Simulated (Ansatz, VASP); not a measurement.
## Two plane-wave programs on ZrB

```xyz
2
Lattice="0.0000 2.3031 2.7628 2.3031 0.0000 2.7628 2.3031 2.3031 0.0000" Properties=species:S:1:pos:R:3 pbc="T T T"
Zr    0.0000    0.0000    0.0000
B     2.3031    2.3031    2.7628
```

Alike in both runs: task single point; functional LDA; k mesh 18 × 18 × 18; occupations gaussian, width 0.15 eV; no spin polarisation.

```csv
,VASP,Ansatz
version,VASP 6.6.1,Ansatz 0.2.0
potentials or method,"VASP PAW LDA potentials, release 64 (Zr_sv, B)","scalar-relativistic, plane waves, PAW"
plane-wave cutoff (eV),520,520
valence electrons in the cell,15,15
```

```tsv
	VASP	Ansatz	Ansatz less VASP
gap on the k mesh at the Fermi level (eV)	none	none	-
pressure (GPa)	2.2	1.9	-0.28
largest component of the traceless stress (GPa)	30.40	30.23	-0.172
```

A gap of «none» marks a metal or a gap that the smearing closes.
